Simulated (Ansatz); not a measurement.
Gd under compression and expansion

```
Gd
1.0
     3.26020    0.00000    0.00000
     0.00000    3.26020    0.00000
     0.00000    0.00000    3.26020
Gd
1
Cartesian
  0.0000 0.0000 0.0000
```

The cell was built from the sc type and relaxed in the same program, and has space group Pm-3m; it needn't be a known or the stable phase.

Where the f shell is localised, expect the real compound to differ from this run without U.

The magnetic state is the one reached from the start moments; no search over orders was made, so it needn't be the ground state.

Spin–orbit coupling is left out, though it moves levels of the heavy atoms by tenths of an eV or more.

Methods: DFT, PBE, all-electron LAPW, scalar-relativistic (Ansatz 0.2.0); DFT, PBE, PAW with Ansatz's default frozen-core files, scalar-relativistic (Ansatz 0.2.0).

For LAPW: a Γ-centred 10×10×10 k mesh, Fermi–Dirac smearing of 0.05 eV, basis error target 0.5 meV/atom, spin-polarised from start moments Gd 7 μB. PAW takes a cutoff of 420 eV at this cell. The Ansatz runs share mesh, smearing and spin set-up. Plane-wave (PAW) pressures include the program's estimate of the Pulay term.

The cell above is scaled evenly, with fractional coordinates and shape held.

```
V/V(cell)  V (Å³/atom)  P, LAPW (GPa)  P, PAW (GPa)  moment, LAPW (μB)  free energy over the lowest listed, PAW (meV/atom)
   0.9405       32.591           1.79          1.79               7.87                                                11.1
   0.9700       33.613           0.85          0.85               7.87                                                 2.8
   1.0000       34.652           0.02          0.02               7.87                                                 0.0
   1.0300       35.692          -0.70         -0.70               7.87                                                 2.3
   1.0600       36.732          -1.33         -1.33               7.87                                                 8.9
```

**Question.** What do Birch–Murnaghan fits to the pressures give?

**Answer.** LAPW: V0 = 34.68 Å³/atom, B0 = 26 GPa, B0′ = 3.6; PAW: V0 = 34.68 Å³/atom, B0 = 26 GPa, B0′ = 3.6.

PAW's V0 lies -0.01 % from the all-electron value and its B0 0.2 %. Symmetry fixes shape and coordinates here, so this is the relaxed modulus.
